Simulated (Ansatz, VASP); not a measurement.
**RbBr in VASP and in Ansatz**

File INCAR:

```
SYSTEM = RbBr
  PREC = Accurate
  ENCUT = 520
  EDIFF = 1E-6
  ISMEAR = 0
  SIGMA = 0.05
  LREAL = .False.
  LASPH = .True.
  NELM = 100
  ALGO = Normal
  ISIF = 2
  LWAVE = .False.
  LCHARG = .False.
  GGA = PE
  NBANDS = 15
```

The input KPOINTS:

```
regular mesh
0
Gamma
  6 6 6
  0 0 0
```

POSCAR

```
RbBr
1.0
    4.4561634840      0.0000000000      0.0000000000
    0.0000000000      4.4561634840      0.0000000000
    0.0000000000      0.0000000000      3.7959911160
Rb Br
1 1
Direct
    0.0000000000      0.0000000000      0.0000000000
    0.5000000000      0.5000000000      0.5000000000
```

Input for Ansatz:

```yaml
crystal:
  lattice:
    - [4.456163484, 0.0, 0.0]
    - [0.0, 4.456163484, 0.0]
    - [0.0, 0.0, 3.795991116]
  atoms:
    - { symbol: Rb, position: [0.0, 0.0, 0.0] }
    - { symbol: Br, position: [0.5, 0.5, 0.5] }
basis:
  ecutwfc: 420
kpoints:
  mp_grid: { grid: [6, 6, 6] }
hamiltonian:
  xc: pbe
scf:
  occupations: { method: gaussian, width: 0.05 }
output:
  forces: true
  stress: true
  eigenvalues: true
```

Change from the starting cell: strain +0.080 along x and y, -0.080 along z, atoms carried along.

Alike in both runs: task single point; functional PBE; k mesh 6 × 6 × 6; occupations gaussian, width 0.05 eV; no spin polarisation.

|  | VASP | Ansatz |
| --- | --- | --- |
| version | VASP 6.6.1 | Ansatz 0.2.0 |
| potentials or method | VASP PAW PBE potentials, release 64 (Rb_sv, Br) | scalar-relativistic, plane waves, PAW |
| plane-wave cutoff (eV) | 520 | 420 |
| valence electrons in the cell | 16 | 16 |

VASP gave:

* gap on the k mesh at the Fermi level (eV): 3.12
* least direct gap on the mesh (eV): 3.21
* pressure (GPa): -0.2
* largest component of the traceless stress (GPa): 3.19

**Question.** Estimate Ansatz's values.

**Answer.** gap on the k mesh at the Fermi level (eV): 3.12; least direct gap on the mesh (eV): 3.21; pressure (GPa): -0.2; largest component of the traceless stress (GPa): 3.18.

With one functional, cell and mesh, what is left measures potentials, basis and numerics.

A k mesh can miss the band edges.
